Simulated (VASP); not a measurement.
# Si3Ge (P6/mmm) in VASP: notebook

One crystal, Si3Ge, is run at these levels: PBE0(alpha), HSE(alpha, omega); tasks: single point.

Program: VASP 6.6.1. These are calculated values, not measurements. Logs are shortened: lines on timing, memory, paths and dates and some standing lists are left out, and cuts for length are marked.

### Step 1. The structure

It takes space group P6/mmm (No. 191, hexagonal). The conventional cell has a = 2.715 Å, b = 2.715 Å, c = 10.111 Å, α = 90.00°, β = 90.00°, γ = 120.00°. Si (site symmetry 6/mmm) has 8 Si at 2.46 to 2.72 Å as nearest neighbours. Si (site symmetry 6mm) is surrounded by 7 Si at 2.46 to 2.72 Å and 1 Ge at 2.59 Å. Ge (site symmetry 6/mmm) has 2 Si at 2.59 Å and 6 Ge at 2.71 to 2.72 Å as nearest neighbours.

The cell was built by a generator and needn't be a form met in nature.

### Step 2. Single point, PBE0(alpha)

The input, POSCAR:

```
Si3Ge
1.0
    2.7150000000      0.0000000000      0.0000000000
   -1.3575000000      2.3512600000      0.0000000000
    0.0000000000      0.0000000000     10.1106100000
Si Ge
3 1
Direct
    0.0000000000      0.0000000000      0.5000000000
    0.0000000000      0.0000000000      0.7435600000
    0.0000000000      0.0000000000      0.2564400000
    0.0000000000      0.0000000000      0.0000000000
```

The input, INCAR.step1:

```
PREC = Accurate
ENCUT = 520
EDIFF = 1E-5
ISMEAR = -1
SIGMA = 0.05
LREAL = False
LASPH = True
NELM = 60
ALGO = Normal
ISIF = 2
LWAVE = True
LCHARG = False
GGA = PE
```

The input, INCAR.step2:

```
PREC = Accurate
ENCUT = 520
EDIFF = 1E-6
ISMEAR = -1
SIGMA = 0.05
LREAL = False
LASPH = True
NELM = 60
ALGO = Normal
ISIF = 2
LWAVE = False
LCHARG = False
GGA = PE
LHFCALC = True
AEXX = 0.3
PRECFOCK = Fast
HFRCUT = -1
ISTART = 1
```

The input, KPOINTS:

```
Automatic mesh
0
Gamma
  6 6 2
```

Potentials or basis: VASP PAW PBE potentials, release 64 (Si, Ge_d).

Run with:

```
cat potpaw_PBE.64/Si/POTCAR potpaw_PBE.64/Ge_d/POTCAR > POTCAR
cp INCAR.step1 INCAR
mpirun -np 1 vasp_std > vasp.out
cp INCAR.step2 INCAR
mpirun -np 1 vasp_std > vasp.out
```

OUTCAR:

```text
PREC = Accurate
   ENCUT = 520
   EDIFF = 1E-6
   ISMEAR = -1
   LREAL = False
   LASPH = True
   NELM = 60
   ISIF = 2
   GGA = PE
   LHFCALC = True
   AEXX = 0.3
   PRECFOCK = Fast
   ISTART = 1

 ion  position               nearest neighbor table
   1  0.000  0.000  0.500-   2 2.46   3 2.46
   2  0.000  0.000  0.744-   1 2.46   4 2.59
   3  0.000  0.000  0.256-   1 2.46   4 2.59
   4  0.000  0.000  0.000-   2 2.59   3 2.59

  LATTYP: Found a hexagonal cell.
 ALAT       =     2.7150000000
 C/A-ratio  =     3.7239815838

  Lattice vectors:

 A1 = (   2.7150000000,   0.0000000000,   0.0000000000)
 A2 = (  -1.3575000000,   2.3512600000,   0.0000000000)
 A3 = (   0.0000000000,   0.0000000000,  10.1106100000)

Analysis of symmetry for initial positions (statically):
=====================================================================
 Subroutine PRICEL returns:
 Original cell was already a primitive cell.

 Routine SETGRP: Setting up the symmetry group for a
 hexagonal supercell.

 Subroutine GETGRP returns: Found 24 space group operations
 (whereof 24 operations were pure point group operations)
 out of a pool of 24 trial point group operations.

The static configuration has the point symmetry D_6h.

Analysis of symmetry for dynamics (positions and initial velocities):
=====================================================================
 Subroutine PRICEL returns:
 Original cell was already a primitive cell.

 Routine SETGRP: Setting up the symmetry group for a
 hexagonal supercell.

 Subroutine GETGRP returns: Found 24 space group operations
 (whereof 24 operations were pure point group operations)
 out of a pool of 24 trial point group operations.

The dynamic configuration has the point symmetry D_6h.

 Subroutine INISYM returns: Found 24 space group operations
 (whereof 24 operations are pure point group operations),
 and found     1 'primitive' translations

----------------------------------------------------------------------------------------

                                     Primitive cell

  volume of cell :      64.5428

  direct lattice vectors                    reciprocal lattice vectors
     2.715000000  0.000000000  0.000000000     0.368324125  0.212651940  0.000000000
    -1.357500000  2.351260000  0.000000000     0.000000000  0.425303880  0.000000000
     0.000000000  0.000000000 10.110610000     0.000000000  0.000000000  0.098906001

  length of vectors
     2.715000000  2.715000891 10.110610000     0.425304019  0.425303880  0.098906001

  position of ions in fractional coordinates (direct lattice)
     0.000000000  0.000000000  0.500000000
     0.000000000  0.000000000  0.743560000
     0.000000000  0.000000000  0.256440000
     0.000000000  0.000000000  0.000000000

  ion indices of the primitive-cell ions
   primitive index   ion index
                 1           1
                 2           2
                 3           3
                 4           4

----------------------------------------------------------------------------------------

 KPOINTS: Automatic mesh

Automatic generation of k-mesh.
 Grid dimensions read from file:
 generate k-points for:    6    6    2

 Generating k-lattice:

  Cartesian coordinates                     Fractional coordinates (reciprocal lattice)
     0.061387354  0.035441990  0.000000000     0.166666667  0.000000000  0.000000000
     0.000000000  0.070883980  0.000000000     0.000000000  0.166666667  0.000000000
     0.000000000  0.000000000  0.049453000     0.000000000  0.000000000  0.500000000

  Length of vectors
     0.070884003  0.070883980  0.049453000

  Shift w.r.t. Gamma in fractional coordinates (k-lattice)
     0.000000000  0.000000000  0.000000000

 Subroutine IBZKPT returns following result:
 ===========================================

 Found     14 irreducible k-points:

 Following reciprocal coordinates:
            Coordinates               Weight
  0.000000  0.000000  0.000000      1.000000
  0.166667  0.000000  0.000000      6.000000
  0.333333 -0.000000  0.000000      6.000000
  0.500000  0.000000  0.000000      3.000000
  0.166667  0.166667  0.000000      6.000000
  0.333333  0.166667  0.000000     12.000000
  0.333333  0.333333  0.000000      2.000000
  0.000000  0.000000  0.500000      1.000000
  0.166667  0.000000  0.500000      6.000000
  0.333333 -0.000000  0.500000      6.000000
  0.500000  0.000000  0.500000      3.000000
  0.166667  0.166667  0.500000      6.000000
  0.333333  0.166667  0.500000     12.000000
  0.333333  0.333333  0.500000      2.000000
   k-points           NKPTS =     14   k-points in BZ     NKDIM =     72   number of bands    NBANDS=     17
   number of dos      NEDOS =    301   number of ions     NIONS =      4
   total plane-waves  NPLWV =  32000
   dimension x,y,z NGX =    20 NGY =   20 NGZ =   80
   dimension x,y,z NGXF=    40 NGYF=   40 NGZF=  160
   ions per type =               3   1
   NGX,Y,Z   is equivalent  to a cutoff of  12.25, 12.25, 13.15 a.u.
   NGXF,Y,Z  is equivalent  to a cutoff of  24.49, 24.49, 26.31 a.u.
 SYSTEM =  unknown system
   PREC   = accura    normal or accurate (medium, high low for compatibility)
   ISTART =      1    job   : 0-new  1-cont  2-samecut
   ICHARG =      0    charge: 1-file 2-atom 10-const
   ISPIN  =      1    spin polarized calculation?
   LNONCOLLINEAR =      F non collinear calculations
   LSORBIT =      F    spin-orbit coupling
   LASPH  =      T    aspherical Exc in radial PAW
   ENCUT  =  520.0 eV  38.22 Ry    6.18 a.u.   5.05  5.05 18.80*2*pi/ulx,y,z
   NELM   =     60;   NELMIN=  2; NELMDL=  0     # of ELM steps
   EDIFF  = 0.1E-05   stopping-criterion for ELM
   LREAL  =      F    real-space projection
   EDIFFG = 0.1E-04   stopping-criterion for IOM
   NSW    =      0    number of steps for IOM
   IBRION =     -1    ionic relax: 0-MD 1-quasi-New 2-CG
   NFREE  =      0    steps in history (QN), initial steepest desc. (CG)
   ISIF   =      2    stress and relaxation
   ISYM   =      3    0-nonsym 1-usesym 2-fastsym
   POTIM  = 0.5000    time-step for ionic-motion
   TEBEG  =    0.0;   TEEND  =   0.0 temperature during run
   PSTRESS=    0.0 pullay stress
   NELECT =      26.0000    total number of electrons
   NUPDOWN=      -1.0000    fix difference up-down
   EMIN   =  10.00;   EMAX   =-10.00  energy-range for DOS
   EFERMI =   0.00;   METHOD = LEGACY
   ISMEAR =    -1;   SIGMA  =   0.05  broadening in eV -4-tet -1-fermi 0-gaus
   EFERMI_NEDOS =   21; number of points for ismear=-14 and -15
   IALGO  =     38    algorithm
   IMIX   =      1    mixing-type and parameters
     AMIX     =   0.40;   BMIX     =  1.00
     AMIX_MAG =   1.60;   BMIX_MAG =  1.00
  volume/ion in A,a.u.               =      16.14       108.89
  Fermi-wavevector in a.u.,A,eV,Ry     =   1.209066  2.284803 19.889548  1.461841
  Thomas-Fermi vector in A             =   2.344655
   LORBIT       =      0    0 simple, 1 ext, 2 COOP (PROOUT), +10 PAW based schemes
   GGA     = PE    functional components
   LHFCALC =     T    Hartree Fock is set to
   PRECFOCK=fast      Normal, Fast or Accurate (Low or Medium for compatibility)
   ENCUT4O =  -1.0   cutoff for four orbital integrals eV
   NKREDX  =     1    reduce k-point grid by
   NKREDY  =     1    reduce k-point grid by
   NKREDZ  =     1    reduce k-point grid by
   AEXX    =    0.3000 exact exchange contribution
   HFSCREEN=    0.0000 screening length (either q_TF or 0.3 A-1)
   HFSCREENC=   0.0000 screening length for correlation (either q_TF or 0.3 A-1)
   ENCUTFOCK=  -1.0 apply spherical cutoff to Coloumb kernel
   IVDW    =     0    specifies the selected vdW correction
   LEPSILON=     F    determine dielectric tensor
   LRPA    =     F    only Hartree local field effects (RPA)
 non-spin polarized calculation
  energy-cutoff  :      520.00
  volume of cell :       64.54
 maximum number of plane-waves:      1761
  NGX = 12; NGY = 12; NGZ = 48

 number of electron      25.9999986 magnetization

 Free energy of the ion-electron system (eV)
  ---------------------------------------------------
  ext. energy  EPLUGINS =         0.00000000
  ---------------------------------------------------
  free energy    TOTEN  =       -24.95592932 eV

  energy without entropy =      -24.94498129  energy(sigma->0) =      -24.95045530

 E-fermi :   8.8411     XC(G=0):  -8.2219

 val. band max:        8.8070121687   @ k =   0.3333   0.1667   0.5000
 cond. band min:       9.1297083010   @ k =   0.1667   0.1667   0.0000
 fundamental gap:      0.3226961322
 Fermi energy:         8.8411443818

 k-point     1 :       0.0000    0.0000    0.0000
  band No.  band energies     occupation
      1     -21.0814      2.00000
      2     -21.0814      2.00000
      3     -21.0600      2.00000
      4     -20.9006      2.00000
      5     -20.9006      2.00000
      6      -7.7775      2.00000
[... 9 lines left out ...]
     16      19.4263      0.00000
     17      20.6150      0.00000

 k-point     2 :       0.1667    0.0000    0.0000
  band No.  band energies     occupation
      1     -21.0999      2.00000
      2     -21.0344      2.00000
      3     -21.0225      2.00000
      4     -20.9287      2.00000
      5     -20.9067      2.00000
      6      -7.1251      2.00000
[... 9 lines left out ...]
     16      17.0337      0.00000
     17      18.2057      0.00000

 k-point     3 :       0.3333   -0.0000    0.0000
  band No.  band energies     occupation
      1     -21.1410      2.00000
      2     -20.9835      2.00000
      3     -20.9437      2.00000
      4     -20.9384      2.00000
      5     -20.9186      2.00000
      6      -4.6292      2.00000
[... 9 lines left out ...]
     16      11.7447      0.00000
     17      14.8990      0.00000

 k-point     4 :       0.5000    0.0000    0.0000
  band No.  band energies     occupation
      1     -21.1627      2.00000
      2     -21.0104      2.00000
      3     -20.9245      2.00000
      4     -20.9044      2.00000
      5     -20.8895      2.00000
      6      -1.0601      2.00000
[... 9 lines left out ...]
     16      13.4483      0.00000
     17      13.6184      0.00000

 k-point     5 :       0.1667    0.1667    0.0000
  band No.  band energies     occupation
      1     -21.0965      2.00000
      2     -21.0240      2.00000
      3     -20.9643      2.00000
      4     -20.9370      2.00000
      5     -20.9208      2.00000
      6      -5.4071      2.00000
[... 9 lines left out ...]
     16      12.6446      0.00000
     17      12.8925      0.00000

 k-point     6 :       0.3333    0.1667    0.0000
  band No.  band energies     occupation
      1     -21.1061      2.00000
      2     -20.9963      2.00000
      3     -20.9531      2.00000
      4     -20.9390      2.00000
      5     -20.9000      2.00000
      6      -2.1613      2.00000
[... 9 lines left out ...]
     16      10.1983      0.00000
     17      10.5694      0.00000
[... 81 lines left out ...]
 k-point    11 :       0.5000    0.0000    0.5000
  band No.  band energies     occupation
      1     -21.1627      2.00000
      2     -21.0103      2.00000
      3     -20.9245      2.00000
      4     -20.9047      2.00000
      5     -20.8895      2.00000
      6      -0.7833      2.00000
[... 9 lines left out ...]
     16      12.7857      0.00000
     17      13.5285      0.00000

 k-point    12 :       0.1667    0.1667    0.5000
  band No.  band energies     occupation
      1     -21.0965      2.00000
      2     -21.0239      2.00000
      3     -20.9645      2.00000
      4     -20.9366      2.00000
      5     -20.9208      2.00000
      6      -5.1805      2.00000
[... 9 lines left out ...]
     16      13.4858      0.00000
     17      14.1417      0.00000

 k-point    13 :       0.3333    0.1667    0.5000
  band No.  band energies     occupation
      1     -21.1061      2.00000
      2     -20.9962      2.00000
      3     -20.9531      2.00000
      4     -20.9391      2.00000
      5     -20.9000      2.00000
      6      -1.8694      2.00000
[... 9 lines left out ...]
     16       9.7162      0.00000
     17       9.8435      0.00000

 k-point    14 :       0.3333    0.3333    0.5000
  band No.  band energies     occupation
      1     -21.0044      2.00000
      2     -21.0044      2.00000
      3     -20.9757      2.00000
      4     -20.9757      2.00000
      5     -20.9212      2.00000
      6       0.9648      2.00000
[... 9 lines left out ...]
     16       6.3579      2.00000
     17       6.3579      2.00000

------------------------ aborting loop because EDIFF is reached ----------------------------------------

  FORCE on cell =-STRESS in cart. coord.  units (eV):
  Direction    XX          YY          ZZ          XY          YZ          ZX
  --------------------------------------------------------------------------------------
  -------------------------------------------------------------------------------------
  Total       -3.4214272     -3.4214302      0.5349133      0.0000000      0.0000000      0.0000000
  in kB      -84.9317437    -84.9318181     13.2784121      0.0000000      0.0000000      0.0000000
  external PRESSURE =     -52.1950499 kB  Pullay stress =       0.0000000 kB

 VOLUME and BASIS-vectors are now :
 -----------------------------------------------------------------------------
  energy-cutoff  :      520.00
  volume of cell :       64.54
      direct lattice vectors                 reciprocal lattice vectors
     2.715000000  0.000000000  0.000000000     0.368324125  0.212651940  0.000000000
    -1.357500000  2.351260000  0.000000000     0.000000000  0.425303880  0.000000000
     0.000000000  0.000000000 10.110610000     0.000000000  0.000000000  0.098906001

 POSITION                                       TOTAL-FORCE (eV/Angst)
 -----------------------------------------------------------------------------------
      0.00000      0.00000      5.05530         0.000000      0.000000     -0.000000
      0.00000      0.00000      7.51785         0.000000      0.000000     -0.392431
      0.00000      0.00000      2.59276        -0.000000      0.000000      0.392431
      0.00000      0.00000      0.00000         0.000000      0.000000     -0.000000
 -----------------------------------------------------------------------------------
    total drift:                               -0.000000      0.000000      0.000000

  FREE ENERGIE OF THE ION-ELECTRON SYSTEM (eV)
  ---------------------------------------------------
  free  energy   TOTEN  =       -24.9559293151 eV

  energy  without entropy=      -24.9449812878  energy(sigma->0) =      -24.95045530
```

Run time: 25 min. Hardware: 1 thread of Intel Xeon Platinum 8259CL at 2.50GHz (Skylake/Cascade Lake), shared host; peak memory 0.19 GiB.

Results:

```yaml
Free_energy: -24.9559 eV
Pressure: -5.2 GPa
Largest_force: 0.392 eV/Å
```

Forces on the atoms (eV/Å):
```
Si   0.000  0.000  0.000
Si   0.000  0.000 -0.392
Si   0.000  0.000  0.392
Ge   0.000  0.000  0.000
```

Caveat: the k mesh is coarse (spacing up to 0.45 Å⁻¹), so the values aren't converged, least of all with exact exchange; the bands computed are all filled at some k points, so no gap is given; the PAW data sets were made with another functional, which shifts forces and pressure a little.

(Part 1 of 2 ends here.)
